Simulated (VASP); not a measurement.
Wanted: the native input for a VASP 6.6.1 run.

| Item | Value |
| --- | --- |
| Task | band structure |
| Functional | PBEsol |
| Potentials or basis | VASP PAW PBE potentials, release 64 (Cu, O) |
| Cutoff | 520 eV |
| k mesh | 6 × 6 × 6 |
| Occupations | gaussian, width 0.03 eV |
| Spin | no spin polarisation |
| Further INCAR settings | ALGO = Normal; EDIFF = 1e-06; NBANDS = 37 |

The structure of Cu2O lies in POSCAR:

```
Cu2O                                    
1.0
    4.2311326677      0.0000000000      0.0000000000
    0.0000000000      4.2311326677      0.0000000000
    0.0000000000      0.0000000000      4.2311326677
  Cu              O             
     4     2
Direct
     0.2500000000000000    0.2500000000000000    0.2500000000000000
     0.2500000000000000    0.7500000000000000    0.7500000000000000
     0.7500000000000000    0.7500000000000000    0.2500000000000000
     0.7500000000000000    0.2500000000000000    0.7500000000000000
     0.0000000000000000    0.0000000000000000    0.0000000000000000
     0.5000000000000000    0.5000000000000000    0.5000000000000000
```

The input as run:

INCAR

```
SYSTEM = Cu2O
  PREC = Accurate
  ENCUT = 520
  EDIFF = 1E-6
  ISMEAR = 0
  SIGMA = 0.03
  LREAL = .False.
  LASPH = .True.
  NELM = 80
  ALGO = Normal
  ISIF = 2
  LWAVE = .False.
  LCHARG = .False.
  LMAXMIX = 4
  GGA = PS
  NBANDS = 37
  ICORELEVEL = 1
```

KPOINTS

```
Automatic mesh
0
Gamma
  6 6 6
  0 0 0
```

KPOINTS_OPT

```
explicit points
64
Reciprocal
 0.0000000000  0.0000000000  0.0000000000 1
 0.0000000000  0.0555555556  0.0000000000 1
 0.0000000000  0.1111111111  0.0000000000 1
 0.0000000000  0.1666666667  0.0000000000 1
 0.0000000000  0.2222222222  0.0000000000 1
 0.0000000000  0.2777777778  0.0000000000 1
 0.0000000000  0.3333333333  0.0000000000 1
 0.0000000000  0.3888888889  0.0000000000 1
 0.0000000000  0.4444444444  0.0000000000 1
 0.0000000000  0.5000000000  0.0000000000 1
 0.0000000000  0.5000000000  0.0000000000 1
 0.0555555556  0.5000000000  0.0000000000 1
 0.1111111111  0.5000000000  0.0000000000 1
 0.1666666667  0.5000000000  0.0000000000 1
 0.2222222222  0.5000000000  0.0000000000 1
 0.2777777778  0.5000000000  0.0000000000 1
 0.3333333333  0.5000000000  0.0000000000 1
 0.3888888889  0.5000000000  0.0000000000 1
 0.4444444444  0.5000000000  0.0000000000 1
 0.5000000000  0.5000000000  0.0000000000 1
 0.5000000000  0.5000000000  0.0000000000 1
 0.4444444444  0.4444444444  0.0000000000 1
 0.3888888889  0.3888888889  0.0000000000 1
 0.3333333333  0.3333333333  0.0000000000 1
 0.2777777778  0.2777777778  0.0000000000 1
 0.2222222222  0.2222222222  0.0000000000 1
 0.1666666667  0.1666666667  0.0000000000 1
 0.1111111111  0.1111111111  0.0000000000 1
 0.0555555556  0.0555555556  0.0000000000 1
 0.0000000000  0.0000000000  0.0000000000 1
 0.0000000000  0.0000000000  0.0000000000 1
 0.0555555556  0.0555555556  0.0555555556 1
 0.1111111111  0.1111111111  0.1111111111 1
 0.1666666667  0.1666666667  0.1666666667 1
 0.2222222222  0.2222222222  0.2222222222 1
 0.2777777778  0.2777777778  0.2777777778 1
 0.3333333333  0.3333333333  0.3333333333 1
 0.3888888889  0.3888888889  0.3888888889 1
 0.4444444444  0.4444444444  0.4444444444 1
 0.5000000000  0.5000000000  0.5000000000 1
 0.5000000000  0.5000000000  0.5000000000 1
 0.4444444444  0.5000000000  0.4444444444 1
 0.3888888889  0.5000000000  0.3888888889 1
 0.3333333333  0.5000000000  0.3333333333 1
 0.2777777778  0.5000000000  0.2777777778 1
 0.2222222222  0.5000000000  0.2222222222 1
 0.1666666667  0.5000000000  0.1666666667 1
 0.1111111111  0.5000000000  0.1111111111 1
 0.0555555556  0.5000000000  0.0555555556 1
 0.0000000000  0.5000000000  0.0000000000 1
 0.5000000000  0.5000000000  0.0000000000 1
 0.5000000000  0.5000000000  0.0555555556 1
 0.5000000000  0.5000000000  0.1111111111 1
 0.5000000000  0.5000000000  0.1666666667 1
 0.5000000000  0.5000000000  0.2222222222 1
 0.5000000000  0.5000000000  0.2777777778 1
 0.5000000000  0.5000000000  0.3333333333 1
 0.5000000000  0.5000000000  0.3888888889 1
 0.5000000000  0.5000000000  0.4444444444 1
 0.5000000000  0.5000000000  0.5000000000 1
 0.0000000000  0.0000000000  0.0000000000 1
 0.5000000000  0.5000000000  0.0000000000 1
 0.5000000000  0.5000000000  0.5000000000 1
 0.0000000000  0.5000000000  0.0000000000 1
```

Potentials or basis: VASP PAW PBE potentials, release 64 (Cu, O).

Run with:

```bash
$ cat potpaw_PBE.64/Cu/POTCAR potpaw_PBE.64/O/POTCAR > POTCAR
$ mpirun -np 1 vasp_std > vasp.out
```

It gave:

The pressure is 0.0 GPa. The band gap on the k mesh is 0.55 eV, direct and the band gap along the path is 0.55 eV, direct.

Caveat: the PAW data sets were made with another functional, which shifts forces and pressure a little.

Wall time 47 s on 1 thread of Intel(R) Xeon(R) 6975P-C (Granite Rapids), with other jobs on the host, peak memory 0.21 GiB.
